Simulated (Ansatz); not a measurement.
Space group P-3m1 (No. 164). a = 3.101 Å, b = 3.101 Å, c = 4.882 Å, α = 90.00°, β = 90.00°, γ = 120.00°
```tsv
atom	site	symmetry	x	y	z
Ta	2d	3m.	0.6667	0.3333	0.7449
N	1a	-3m.	0.0000	0.0000	0.0000
```

Equation of state of this Ta2N structure (not necessarily the ground state), with shape and atoms relaxed at each volume where symmetry leaves them free. It has no gap at any of these volumes. Method: DFT PBE, scalar-relativistic, plane waves, PAW (Ansatz 0.2.0).

Cutoff 420 eV; k points 18×18×10 on the computed 3-atom cell (Γ-centred); Gaussian smearing, width 0.10 eV; no spin polarisation.

| V (Å³/atom) | E − E(largest V) (meV/atom) | P (GPa) |
| --- | --- | --- |
| 12.740 | 9.17 | 19.18 |
| 13.147 | -25.87 | 8.79 |
| 13.553 | -36.61 | -0.01 |
| 13.960 | -26.89 | -7.41 |
| 14.366 | 0.00 | -13.62 |

Q: Fit a third-order Birch–Murnaghan equation to E(V).

A: V0 = 13.55 Å³/atom, B0 = 268 GPa, B0' = 4.8.

Spin-orbit coupling is left out, which matters for the bands of heavy elements. Spin polarisation was left out, and a magnetic state may lie lower.